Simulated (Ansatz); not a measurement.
CoO:

```
Co O
1.0
     3.19765    0.00000    0.00000
    -1.59882    2.76924    0.00000
     0.00000    0.00000    5.22871
Co O
2 2
Direct
  0.33333 0.66667 0.50336
  0.00000 0.00000 0.00347
  0.33333 0.66667 0.87156
  0.00000 0.00000 0.37161
```

Measurements of this composition are mostly on another form, of space group No. 225.

Base run:

- Program: Ansatz 0.2.0
- Functional: PBE
- Potentials or basis: Ansatz PAW
- Cutoff: 420 eV (not typed: the program's choice for these potentials)
- k mesh: 10 × 10 × 5
- Occupations: fermi-dirac, width 0.05 eV
- Spin: collinear spin, random start
- Starting moments: [1.71, 1.24, 0.0, 0.0] μB

Its results: pressure -0.6 GPa; largest force 0.173 eV/Å.

**Question.** After a change of settings the same cell gave: pressure -14.8 GPa; largest force 0.080 eV/Å. Which change was it?
A. spin from collinear spin, random start to collinear spin, ferromagnetic start; moments at the start from [1.71, 1.24, 0.0, 0.0] to [2.0, 2.0, 0.0, 0.0]
B. spin from collinear spin, random start to collinear spin, antiferromagnetic start; moments at the start from [1.71, 1.24, 0.0, 0.0] to [2.0, -2.0, 0.0, 0.0]
C. spin from collinear spin, random start to no spin polarisation
D. spin from collinear spin, random start to collinear spin, ferrimagnetic start; moments at the start from [1.71, 1.24, 0.0, 0.0] to [2.0, -1.0, 0.0, 0.0]

**Answer.** C.

Caveats: the starting moments weren't kept (some runs).
